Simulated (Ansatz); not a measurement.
Cu Kα1 powder pattern (kinematic, no thermal factors).
```tsv
2θ (°)	relative intensity
17.39	5
19.98	2
33.50	1
33.63	3
35.10	40
35.19	40
40.61	51
40.90	100
44.59	1
59.01	57
59.12	14
59.34	14
70.35	5
70.40	5
70.69	11
70.84	11
74.19	13
74.39	13
87.91	4
88.66	8
```

The pattern is computed from a structure relaxed with DFT PBE, scalar-relativistic, plane waves, PAW in Ansatz. No spin polarisation. Its elements are Al, N, Sc.

Task: Give the structure.

Result: Sc3AlN4.
Space group Cmmm (No. 65). a = 6.225 Å, b = 8.878 Å, c = 3.123 Å, α = 90.00°, β = 90.00°, γ = 90.00°
```csv
atom,site,symmetry,x,y,z
Sc,4e,..2/m,0.2500,0.2500,0.0000
Sc,2d,mmm,0.0000,0.0000,0.5000
Al,2c,mmm,0.5000,0.0000,0.5000
N,4g,2mm,0.7366,0.0000,0.0000
N,4j,m2m,0.5000,0.7530,0.5000
```

A pattern alone doesn't exclude other cells with like lines; this is the one computed.

The cell was found from a structure generator's guess, not taken from experiment.
